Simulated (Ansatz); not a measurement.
# HfN in Ansatz: the effect of functional

HfN:

```xyz
2
Lattice="0.0000 2.2099 2.2099 2.2099 0.0000 2.2099 2.2099 2.2099 0.0000" Properties=species:S:1:pos:R:3 pbc="T T T"
Hf    0.0000    0.0000    0.0000
N     2.2099    2.2099    2.2099
```

The cell isn't the ideal one: volume scaled by 0.94.

Alike in all runs:

* Program: Ansatz 0.2.0
* Task: single point
* Potentials or basis: Ansatz PAW
* k mesh: 10 × 10 × 10
* Occupations: fermi-dirac, width 0.05 eV
* Spin: no spin polarisation

```tsv
functional	cutoff	pressure (GPa)
LDA	420 eV (not typed: the program's choice for these potentials)	10.5
r2SCAN	500 eV (not typed: the program's choice for these potentials)	?
PBE	420 eV (not typed: the program's choice for these potentials)	27.0
```

Question: What does the run with functional r2SCAN give?

Answer: Pressure 23.2 GPa.

Caveats: the PAW data sets come from PBE, with cores solved anew for the run's functional, which leaves a small shift of forces and pressure (some runs).
